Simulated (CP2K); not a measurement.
The system is MgS (Niningerite).

```
S Mg
1.0
     3.67929    0.00000    0.00000
     1.83964    3.18636    0.00000
     1.83964    1.06212    3.00413
S Mg
1 1
Direct
  0.50000 0.50000 0.50000
  0.00000 0.00000 0.00000
```

Base run:

- Program: CP2K 2026.2
- Functional: RPBE
- Potentials or basis: POTENTIAL_UZH S GTH-PBE-q6, Mg GTH-PBE-q10; TZVP-MOLOPT-PBE-GTH basis
- Density cutoff: 19048 eV
- k mesh: 9 × 9 × 9
- Occupations: gaussian, width 0.1 eV
- Spin: no spin polarisation

Its results: band gap on the k mesh 3.03 eV, indirect (least direct gap 3.81 eV); pressure 4.6 GPa.

Question: After a change of settings the same cell gave: band gap on the k mesh 2.73 eV, indirect (least direct gap 3.51 eV); pressure -1.7 GPa. Which change was it?
A. functional from RPBE to PBEsol; dispersion from none to D3(BJ)
B. dispersion from none to D3(BJ)
C. functional from RPBE to revPBE; occupations from gaussian, width 0.1 eV to fermi-dirac, width 0.05 eV

Answer: A.

Caveats: the potentials were made for another functional, which shifts forces and pressure; the basis of atomic orbitals isn't converged, which shifts pressures, moduli and gaps; an odd mesh through Γ misses points on the zone boundary, where band edges often lie (some runs); the mesh misses the band edges, which the band path finds closer together (some runs).

Not every run made on this cell is shown here.
